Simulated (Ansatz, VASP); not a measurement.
**One calculation of Pb, two programs**

```
Pb
1.0
     0.00000    2.52100    2.52100
     2.52100    0.00000    2.52100
     2.52100    2.52100    0.00000
Pb
1
Cartesian
  0.0000 0.0000 0.0000
```

Alike in both runs: functional PBE; k mesh 14 × 14 × 14; occupations gaussian, width 0.1 eV; no spin polarisation.

Ansatz relaxed the structure, and its values are those at the end. VASP's run is a single point on that final structure, the one shown.

```csv
,VASP,Ansatz
version,VASP 6.6.1,Ansatz 0.2.0
potentials or method,"VASP PAW PBE potentials, release 64 (Pb_d)","scalar-relativistic, plane waves, PAW"
plane-wave cutoff (eV),520,420
valence electrons in the cell,14,14
```

|  | VASP | Ansatz | Ansatz less VASP |
| --- | --- | --- | --- |
| gap on the k mesh at the Fermi level (eV) | none | none | - |
| pressure (GPa) | -0.1 | 0.0 | +0.06 |

A gap of «none» marks a metal or a gap that the smearing closes.

Spin-orbit coupling is left out, which matters for the levels of Pb.
